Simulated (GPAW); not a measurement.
Input of a GPAW 26.7.0 run:

File run.py:

```python
from ase.eos import EquationOfState
from ase.io import Trajectory
from ase.spacegroup import crystal
from ase.units import GPa
from gpaw import GPAW, PW

# Mo 2a
atoms = crystal(['Mo'],
                basis=[[0.0, 0.0, 0.0]],
                spacegroup=229, setting=1,  # Im-3m
                cellpar=[3.16761794, 3.16761794, 3.16761794, 90.0, 90.0, 90.0],
                primitive_cell=True)

traj = Trajectory('eos.traj', 'w')
volumes, energies = [], []
for x in [0.94, 0.96, 0.98, 1.0, 1.02, 1.04, 1.06]:
    a = atoms.copy()
    a.set_cell(atoms.cell * x**(1 / 3), scale_atoms=True)
    calc = GPAW(mode=PW(600),
                xc='MGGA_X_R4SCAN+MGGA_C_R2SCAN',
                kpts={'size': (9, 9, 9), 'gamma': True},
                occupations={'name': 'fermi-dirac', 'width': 0.05},
                nbands=16,
                convergence={'density': 1e-05, 'energy': 1e-05},
                maxiter=150,
                txt=f'eos-{x:.2f}.txt')
    a.calc = calc
    energies.append(a.get_potential_energy(force_consistent=True))
    volumes.append(a.get_volume())
    p = -a.get_stress()[:3].mean() / GPa
    calc.write(f'eos-{x:.2f}.gpw')
    traj.write(a)
    print(f'{x:.2f} {volumes[-1]:10.4f} A^3 {energies[-1]:14.6f} eV {p:9.3f} GPa', flush=True)

v0, e0, B = EquationOfState(volumes, energies, eos='birchmurnaghan').fit()
print(f'V0 = {v0:.4f} A^3, E0 = {e0:.6f} eV, B0 = {B / GPa:.2f} GPa')
```

Potentials or basis: GPAW PAW data sets (gpaw-data 1.2.1), pw.

Command:

```console
$ OMP_NUM_THREADS=1 python run.py
```

(1) Estimate the equilibrium volume.

(2) What does it give for the bulk modulus?

Results:

(1) 15.57 Å³/atom (rough: see the caveat).

(2) 275 GPa (rough).

Caveat: the points scatter about the fit; the PAW data sets were made with another functional, which shifts forces and pressure a little.
